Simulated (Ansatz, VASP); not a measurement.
One calculation of GaN, two programs

Contents of INCAR:

```
SYSTEM = GaN
PREC = Accurate
ENCUT = 520
EDIFF = 1E-6
ISMEAR = 0
SIGMA = 0.01
LREAL = .FALSE.
LASPH = .TRUE.
NELM = 80
ALGO = Normal
ISIF = 2
LWAVE = .FALSE.
LCHARG = .FALSE.
NBANDS = 26
```

The input KPOINTS:

```
regular mesh
0
G
  8 8 4
  0 0 0
```

File POSCAR:

```
GaN
1.0
    3.0887782846      0.0000000000      0.0000000000
   -1.5443891423      2.6749604611      0.0000000000
    0.0000000000      0.0000000000      5.1887965914
Ga N
2 2
Direct
    0.3333333333      0.6666666667      0.0019838639
    0.6666666667      0.3333333333      0.5019838639
    0.3333333333      0.6666666667      0.3730161361
    0.6666666667      0.3333333333      0.8730161361
```

Input for Ansatz:

```yaml
crystal:
  lattice:
    - [3.08877828461, 0.0, 0.0]
    - [-1.5443891423, 2.67496046113, 0.0]
    - [0.0, 0.0, 5.18879659137]
  atoms:
    - { symbol: Ga, position: [0.333333333333, 0.666666666667, 0.001983863937] }
    - { symbol: Ga, position: [0.666666666667, 0.333333333333, 0.501983863937] }
    - { symbol: "N", position: [0.333333333333, 0.666666666667, 0.373016136063] }
    - { symbol: "N", position: [0.666666666667, 0.333333333333, 0.873016136063] }
kpoints:
  mp_grid: { grid: [8, 8, 4] }
scf:
  occupations: { method: fixed }
  convergence: { dr2_threshold: 1.0e-10 }
hamiltonian:
  xc: lda
  pseudopotentials: { kind: all_electron, lapw: { basis_error: 0.0005 } }
output:
  forces: true
  stress: true
  eigenstates:
    kpoints:
      - [0.0, 0.0, 0.0]
      - [0.0, 0.0, -0.5]
      - [-0.5, 0.0, 0.0]
      - [-0.5, 0.5, 0.0]
      - [0.0, -0.5, 0.0]
      - [-0.5, 0.0, -0.5]
      - [-0.5, 0.5, -0.5]
      - [0.0, -0.5, -0.5]
  eigenvalues: true
```

Change from the starting cell: film at in-plane strain -0.02.

Alike in both runs: task single point; functional LDA; k mesh 8 × 8 × 4; no spin polarisation.

|  | VASP | Ansatz |
| --- | --- | --- |
| version | VASP 6.6.1 | Ansatz 0.2.0 |
| potentials or method | VASP PAW LDA potentials, release 64 (Ga_d, N) | all-electron LAPW, scalar-relativistic |
| plane-wave cutoff (eV) | 520 | see its input |
| occupations | gaussian, width 0.01 eV | fixed |

|  | VASP | Ansatz | Ansatz less VASP |
| --- | --- | --- | --- |
| gap on the k mesh at the Fermi level (eV) | 2.20 | 2.19 | -0.008 |
| pressure (GPa) | 7.8 | 6.8 | -1.05 |
| largest component of the traceless stress (GPa) | 6.59 | 6.52 | -0.068 |
| rms of the force components (eV/Å) | 0.007 | 0.002 | -0.0049 |

Atom by atom the forces differ by 0.005 eV/Å (rms over components). Ansatz ran all-electron here, so the differences hold the error of VASP's frozen core and of both bases.
